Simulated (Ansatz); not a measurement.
MnS

```
CELL_PARAMETERS angstrom
3.97600 0.00000 0.00000
-1.98800 3.44332 0.00000
0.00000 0.00000 6.43200
ATOMIC_POSITIONS crystal
Mn 0.33333 0.66667 0.00000
Mn 0.66667 0.33333 0.50000
S 0.33333 0.66667 0.38500
S 0.66667 0.33333 0.88500
```

Atom numbers follow the list: Mn1, Mn2, S3, S4.

The cell is COD entry 9008871, as deposited and not checked against the literature; nothing was relaxed. It differs from other determinations.

Runs of this kind can end on a higher state of the open shell or of the magnetic order, so this needn't be the ground state of the method.

All numbers are computed: DFT, PBE, all-electron LAPW, scalar-relativistic (Ansatz 0.2.0); DFT, PBE, PAW with Ansatz's default frozen-core files, scalar-relativistic (Ansatz 0.2.0); DFT, PBE, all-electron PAW with datasets made for the crystal, scalar-relativistic (Ansatz 0.2.0).

For LAPW: a Γ-centred 12×12×7 k mesh, Fermi–Dirac smearing of 0.05 eV, basis error target 1 meV/atom, spin-polarised from start moments Mn1 4, Mn2 4 μB. PAW takes a cutoff of 420 eV at this cell. The crystal-made all-electron datasets (AE datasets) take a cutoff of 260 eV at this cell. The Ansatz runs share mesh, smearing and spin set-up. Values come from LAPW unless marked.

- Band gap: none at this level of theory (metallic, semimetallic, or a small gap that the functional closes)
- Volume per atom: 22.01 Å³

(1) Density of states at the Fermi level (0.2 eV bin): what does the calculation give?

(2) Give the computed value. Bader charges (from the PAW run).

(3) Stress xx, yy, zz (compression positive): what does the calculation give?

(4) Give the computed value. Largest force.

(5) Give the computed value. Moments in the spheres.

(6) Pressure at this cell: what does the calculation give?

(7) Predict this quantity. Moment of the cell.

(8) Contact hyperfine fields (crystal-made datasets): what does the calculation give?

(9) Predict this quantity. Löwdin charges (with 0.31 e of the cell spilling out of the atomic basis, so their sizes and signs hang on that basis).

Results:

(1) 0.60 states/eV per cell.

(2) Mn1 +1.16, S3 -1.16 e.

(3) 1.91, 1.91, 0.09 GPa.

(4) 0.188 eV/Å on S3.

(5) Mn1 4.47, S3 0.13 μB.

(6) 1.30 GPa.

(7) 9.93 μB.

(8) Mn1 -8.3, S3 10.9 T, core polarisation included, positive along the moment of the spin-up electrons.

(9) Mn1 1.07, S3 -0.92 e.
